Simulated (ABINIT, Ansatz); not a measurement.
**BN (P6_3mc): modes at Γ and the response to a field**

Wanted: the vibrations of BN (P6_3mc) at Γ, by two programs.

Method: DFT LDA, scalar-relativistic, plane waves, PseudoDojo norm-conserving pseudopotentials, in ABINIT 10.8.3.

Most raw output is cut from this account.

### 1. Starting point

The structure is hexagonal, space group P6_3mc (No. 186). The conventional cell has a = 2.524 Å, b = 2.524 Å, c = 4.176 Å, α = 90.00°, β = 90.00°, γ = 120.00°. B has 4 N at 1.55 to 1.56 Å nearest. Nearest to N lie 4 B at 1.55 to 1.56 Å. Farther neighbours and most contacts between anions are not listed.

As a file:

```cif
data_structure
_symmetry_space_group_name_H-M 'P6_3mc'
_symmetry_Int_Tables_number 186
_cell_length_a 2.5243
_cell_length_b 2.5243
_cell_length_c 4.1763
_cell_angle_alpha 90.000
_cell_angle_beta 90.000
_cell_angle_gamma 120.000
_cell_volume 23.05
loop_
_atom_site_label
_atom_site_type_symbol
_atom_site_symmetry_multiplicity
_atom_site_Wyckoff_symbol
_atom_site_fract_x
_atom_site_fract_y
_atom_site_fract_z
_atom_site_occupancy
B1 B 2 b 0.66667 0.33333 0.99971 1
N1 N 2 b 0.66667 0.33333 0.62529 1
```

### 2. Relaxing the cell and atoms

The harmonic expansion needs vanishing forces, and a free crystal bears no stress, so cell and atoms are brought to rest. Stress is more sensitive to the basis than forces are: the last 3 Ha under the cutoff are smoothed with ecutsm, and the cutoff is raised above that of the later runs.

The starting cell comes from a relaxation made beforehand in Ansatz (LDA, PseudoDojo NC).

Input file relax.abi:

```
# relaxation
ionmov 2
optcell 2
dilatmx 1.08
ntime 40
tolmxf 1.0d-05
tolvrs 1.0d-14
prtwf 0
prtden 0
chksymtnons 0

# basis, mesh and filling
ecut 44.0
ecutsm 3.0
ngkpt 9 9 6
nshiftk 1
shiftk 0.0 0.0 0.0
istwfk *1
occopt 1
nband 8
nstep 100
diemac 9.0
prtebands 0
prtgsr 0
useylm 1

# cell and atoms
acell 3*1.0 Angstrom
rprim 
    2.524263359 0.0 0.0
    -1.26213168 2.186076195 0.0
    0.0 0.0 4.176340872
ntypat 2
znucl 5 7
natom 4
typat 1 1 2 2
xred 
    2/3 1/3 0.9997050765
    1/3 2/3 0.4997050765
    2/3 1/3 0.6252949235
    1/3 2/3 0.1252949235
pp_dirpath "./pseudo"
pseudos "B.upf, N.upf"
```

On the command line:

```
$ OMP_NUM_THREADS=1 mpirun -n 4 abinit relax.abi > relax.log
```

Elapsed: 21 s, on 4 MPI ranks of Arm Neoverse V2, shared host.

Little changed from the start: no atom moved by 0.005 Å and no cell edge by 0.1 %.

This step gave:

```
volume per atom : 5.760 Å³
pressure        : -0.001235 GPa
```

### 3. Ground state

First-order wavefunctions inherit every error of the ground state, hence the very tight tolvrs.

Input file gs.abi:

```
# ground state
tolvrs 1.0d-16
prtden 1
prtwf 1

# basis, mesh and filling
ecut 36.0
ngkpt 9 9 6
nshiftk 1
shiftk 0.0 0.0 0.0
istwfk *1
occopt 1
nband 8
nstep 100
diemac 9.0
prtebands 0
prtgsr 0
useylm 1

# cell and atoms
acell 3*1.0 Angstrom
rprim 
    2.524083436 0.0 0.0
    -1.262041718 2.185920377 0.0
    0.0 0.0 4.175974769
ntypat 2
znucl 5 7
natom 4
typat 1 1 2 2
xred 
    2/3 1/3 0.9996941177
    1/3 2/3 0.4996941177
    2/3 1/3 0.6253058823
    1/3 2/3 0.1253058823
pp_dirpath "./pseudo"
pseudos "B.upf, N.upf"
```

On the command line:

```
$ OMP_NUM_THREADS=1 mpirun -n 4 abinit gs.abi > gs.log
```

Wall time 7.1 s (4 MPI ranks).

This step gave:

```yaml
pressure: -0.9480 GPa
```

The cell stands at -0.95 GPa: the relaxation ran with a smoothed and higher cutoff, and the difference is a stress of the finite basis.

### 4. Empty bands

Empty bands on the ground state's density check that the gap assumed so far is there in this cell.

Input file gap.abi:

```
# empty bands on the ground state's density
iscf -2
getden_filepath "gso_DEN"
tolwfr 1.0d-12
nbdbuf 2
prtwf 0

# basis, mesh and filling
ecut 36.0
ngkpt 9 9 6
nshiftk 1
shiftk 0.0 0.0 0.0
istwfk *1
occopt 1
nband 12
nstep 100
diemac 9.0
prtebands 0
prtgsr 0
useylm 1

# cell and atoms
acell 3*1.0 Angstrom
rprim 
    2.524083436 0.0 0.0
    -1.262041718 2.185920377 0.0
    0.0 0.0 4.175974769
ntypat 2
znucl 5 7
natom 4
typat 1 1 2 2
xred 
    2/3 1/3 0.9996941177
    1/3 2/3 0.4996941177
    2/3 1/3 0.6253058823
    1/3 2/3 0.1253058823
pp_dirpath "./pseudo"
pseudos "B.upf, N.upf"
```

On the command line:

```
$ OMP_NUM_THREADS=1 mpirun -n 4 abinit gap.abi > gap.log
```

It took 7.1 s on 4 MPI ranks.

Read from the output:

```yaml
gap_on_the_k_mesh: 4.991 eV
```

In this cell the gap on the mesh is 5.0 eV, indirect (smallest direct 8.3 eV), so fixed occupations hold.

### 5. Linear response at Γ

The derivative of the wavefunctions by k comes first, since the response to a field is built on it; then the field and the displacements that symmetry doesn't supply are solved at q = 0.

It reads the wavefunctions written in step 3.

Input file dfpt_gamma.abi:

```
ndtset 2

# common to the responses
getwfk_filepath "gso_WFK"
kptopt 2
nqpt 1
qpt 0.0 0.0 0.0
asr 0
chneut 0

# d/dk
rfelfd1 2
rfdir1 1 1 1
iscf1 -3
tolwfr1 1.0d-20

# displacements, field
rfphon2 1
rfatpol2 1 4
rfdir2 1 1 1
rfelfd2 3
getddk2 1
tolvrs2 1.0d-10
prtwf2 0

# basis, mesh and filling
ecut 36.0
ngkpt 9 9 6
nshiftk 1
shiftk 0.0 0.0 0.0
istwfk *1
occopt 1
nband 8
nstep 100
diemac 9.0
prtebands 0
prtgsr 0
useylm 1

# cell and atoms
acell 3*1.0 Angstrom
rprim 
    2.524083436 0.0 0.0
    -1.262041718 2.185920377 0.0
    0.0 0.0 4.175974769
ntypat 2
znucl 5 7
natom 4
typat 1 1 2 2
xred 
    2/3 1/3 0.9996941177
    1/3 2/3 0.4996941177
    2/3 1/3 0.6253058823
    1/3 2/3 0.1253058823
pp_dirpath "./pseudo"
pseudos "B.upf, N.upf"
```

On the command line:

```
$ OMP_NUM_THREADS=1 mpirun -n 4 abinit dfpt_gamma.abi > dfpt_gamma.log
```

The job ended after 2.9 min (4 MPI ranks).

This step gave:

```
miss of the charge sum rule                                       : 0.002605 e
largest acoustic frequency at the zone centre before the sum rule : -0.75 cm⁻¹
highest optical zone-centre mode (no LO-TO term)                  : 1138 cm⁻¹
lowest optical zone-centre mode                                   : 477.7 cm⁻¹
mean high-frequency dielectric constant                           : 4.521
largest Born charge in size (third of the trace)                  : 1.847 e
```

Born charge (rows field, columns displacement), before the sum rule (e), principal values of the symmetric part by kind of site:

```tsv
atom	atoms with these values	low	middle	high	mean
B1	2	1.81	1.81	1.91	1.85
N3	2	-1.91	-1.82	-1.82	-1.85
```

In full for N3:

```
-1.82  0.00  0.00
 0.00 -1.82  0.00
 0.00  0.00 -1.91
```

High-frequency dielectric tensor:

```
4.47 0.00 0.00
0.00 4.47 0.00
0.00 0.00 4.62
```

The acoustic modes at Γ come out as far as 0.8 cm⁻¹ from zero, where they should vanish, a small numerical error; the Born charges miss their sum rule by 0.0026 e, which is good.

### 6. Zone-centre analysis

anaddb reads the merged derivatives, imposes the acoustic sum rule and charge neutrality, and adds the LO-TO term along chosen directions.

Input file anaddb.abi:

```
ddb_filepath "gamma_DDB"
output_file "anaddb.abo"
outdata_prefix "anaddb"
asr 1
chneut 1
enunit 2
eivec 1
nph1l 1
qph1l 0.0 0.0 0.0 1.0
dieflag 1
nph2l 3
qph2l 
    1.0 0.0 0.0 0.0
    0.0 0.0 1.0 0.0
    1.0 1.0 1.0 0.0
```

Input file mrgddb.in:

```
gamma_DDB
merged
2
dfpt_gammao_DS2_DDB
gso_DDB
```

On the command line:

```
$ mrgddb < mrgddb.in > mrgddb.log
$ OMP_NUM_THREADS=1 anaddb anaddb.abi > anaddb.log
```

Elapsed: 0.52 s, on 1 thread.

Numbers from this step:

```
mean static dielectric constant      : 6.607
highest mode moved by the LO-TO term : 1299 cm⁻¹
```

No LO-TO term; unit eigenvectors of the mass-weighted matrix, from anaddb's displacements. Modes at Γ, with each element's share of the kinetic energy:

```tsv
mode	frequency (cm⁻¹)	B %	N %
1	0.0	44	56
2	0.0	44	56
3	0.0	44	56
4	477.7	40	60
5	477.7	40	60
6	984.3	60	40
7	984.3	60	40
8	986.5	22	78
9	1049.1	56	44
10	1081.9	56	44
11	1081.9	56	44
12	1137.5	78	22
```

Displacements in mode 4 (477.7 cm⁻¹), the largest set to 1:
```
B1   0.00  0.93  0.00
B2   0.00 -0.93  0.00
N3   0.00 -1.00  0.00
N4   0.00  1.00  0.00
```

Displacements in mode 6 (984.3 cm⁻¹), the largest set to 1:
```
B1   0.00 -1.00  0.00
B2   0.00  1.00  0.00
N3   0.00 -0.72  0.00
N4   0.00  0.72  0.00
```

Static dielectric tensor (ions relaxed, fixed cell):

```
6.44 0.00 0.00
0.00 6.44 0.00
0.00 0.00 6.94
```

The rule moves no optical mode by more than 0.1 cm⁻¹.

### 7. Cross-check with Ansatz

A second program on the same cell, potentials, cutoff and meshes tests the implementation of the phonon response, not its convergence. Its field response is summed in its own way.

This step: DFT LDA, scalar-relativistic, plane waves, PseudoDojo norm-conserving pseudopotentials (Ansatz 0.2.0).

Input file input.yaml:

```yaml
crystal:
  lattice:
    - [2.524083436, 0.0, 0.0]
    - [-1.2620417182, 2.1859203767, 0.0]
    - [0.0, 0.0, 4.1759747689]
  atoms:
    - { symbol: B, position: [0.6666666667, 0.3333333333, 0.9996941177] }
    - { symbol: B, position: [0.3333333333, 0.6666666667, 0.4996941177] }
    - { symbol: "N", position: [0.6666666667, 0.3333333333, 0.6253058823] }
    - { symbol: "N", position: [0.3333333333, 0.6666666667, 0.1253058823] }
kpoints:
  mp_grid: { grid: [9, 9, 6] }
hamiltonian:
  xc: lda
  pseudopotentials: { kind: nc, accuracy: standard }
scf:
  occupations: { method: fixed }
output:
  eigenvalues: true
basis:
  ecutwfc: 979.61
phonons:
  method: dfpt
  dielectric: true
  rigid_motions: translations
```

On the command line:

```
$ ansatz run input.yaml --threads 4 --pin off --max-ram 8192MiB --backend cpu --events-out ev --progress --plain --runs-dir out
```

It took 25 s on 4 threads; peak memory 0.69 GiB.

Read from the output:

```
sum-rule residual before enforcement             : 5.81e-4 eV/Å²
miss of the charge sum rule                      : 8.41e-4 e
estimated error of the dielectric tensor         : 0.01243
estimated error of the Born charges              : 0.007187 e
mean high-frequency dielectric constant          : 4.519
largest Born charge in size (third of the trace) : 1.846 e
mean static dielectric constant                  : 6.604
```

Transverse modes. Infrared lines, with heights relative to the strongest:

```tsv
position (cm⁻¹)	label	IR intensity ((D/Å)²/amu), degenerate modes summed, relative
478	E2	0.0
984	E2	0.0
986	B1	0.0
1049	A1	55
1082	E1	100
1138	B1	0.0
```

### 8. The two compared: ABINIT PseudoDojo and Ansatz, PseudoDojo

Numbers from this step:

- root-mean-square difference: 0.02 cm⁻¹
- largest difference: 0.04 cm⁻¹

Frequencies side by side, by row:

```tsv
q (reciprocal lattice)	mode	ABINIT PseudoDojo (cm⁻¹)	Ansatz, PseudoDojo (cm⁻¹)
0 0 0	1	0	0
0 0 0	2	0	0
0 0 0	3	0	0
0 0 0	4	477.7	477.7
0 0 0	5	477.7	477.7
0 0 0	6	984.3	984.3
0 0 0	7	984.3	984.3
0 0 0	8	986.5	986.5
0 0 0	9	1049	1049
0 0 0	10	1082	1082
0 0 0	11	1082	1082
0 0 0	12	1138	1138
```

The two runs side by side. Further quantities:

```tsv
quantity	ABINIT PseudoDojo	Ansatz, PseudoDojo
mean ε∞	4.521	4.519
largest Born charge in size (e; the first before, the second after the charge sum rule)	1.847	1.846
```

At the zone centre the largest difference (acoustic modes at Γ apart) is 0.004 % of the highest mode.

### 9. Outcome

| Quantity | Value |
| --- | --- |
| space group after relaxation | P6_3mc |
| volume per atom | 5.76 Å³ |
| highest optical zone-centre mode (no LO-TO term) | 1138 cm⁻¹ |
| lowest optical zone-centre mode | 477.7 cm⁻¹ |
| highest mode moved by the LO-TO term | 1299 cm⁻¹ |
| mean high-frequency dielectric constant | 4.52 |
| largest Born charge in size (third of the trace) | 1.85 e |
| mean static dielectric constant | 6.61 |
| imaginary optical modes at the zone centre (no q mesh in this session) | none |
| largest difference from Ansatz, PseudoDojo | 0.04 cm⁻¹ |

In words: At the LDA level the optical modes of BN (P6_3mc) at the zone centre (no LO-TO term) run from 478 to 1138 cm⁻¹. The base run prints -0.95 GPa, mostly the error of a finite basis; the relaxation, with a smoothed and higher cutoff, had brought the cell to rest. Along the directions run, the highest mode that the macroscopic field moves lies at 1299 cm⁻¹. Lattice motion raises the mean dielectric constant from 4.521 to 6.607. ABINIT PseudoDojo and Ansatz, PseudoDojo agree to 0.04 cm⁻¹ (0.004 % of the highest mode compared) on all solved modes but the acoustic ones at Γ, without the LO-TO term. These are harmonic frequencies at zero temperature: anharmonic shifts and linewidths and thermal expansion are left out. Ansatz warns that the cutoff lies 14 % under the one recommended for these files; agreement at one cutoff is not convergence. The structure comes from a database by way of an earlier relaxation and need not be the phase that is stable at ambient conditions.

[Host names and launcher messages were left out of these logs when they were recorded.]

[Logs are printed without paths, hosts, clocks, repeated set-up lines and the standing remarks that a program may print on its own settings, such as how far it seeks lower states.]

[Hosts, paths, dates, database ids (printed as entryN), source tags and the programs' standing remarks are cut or masked in the printed files.]
